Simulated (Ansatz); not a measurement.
Fluorite SrF2, treated with r²SCAN-D4 in Ansatz (PAW).

Run with plane-wave cutoff 560 eV, 10×10×10 k mesh, Fermi–Dirac smearing 0.01 eV, scalar-relativistic PAW data made under PBE.

The cell is scaled about its equilibrium volume:

```tsv
V (Å³/atom)	P (GPa)	direct gap at Γ (eV)	smallest gap on the k mesh (eV)
15.123	5.38	8.072	7.980
15.445	3.38	7.955	7.859
15.767	1.60	7.842	7.743
16.089	0.00	7.733	7.631
16.411	-1.43	7.627	7.523
16.732	-2.70	7.524	7.419
17.054	-3.84	7.425	7.318
```

The fundamental gap (7.63 eV at the equilibrium volume, with added k points) lies elsewhere than Γ–Γ.

Measured, for comparison: band gap 11.1 eV (temperature not stated, not corrected to a static lattice; as tabulated in Aguado et al. (1999), arXiv:cond-mat/9901145).

Spin–orbit coupling is not included.

Ansatz is an electronic-structure program.
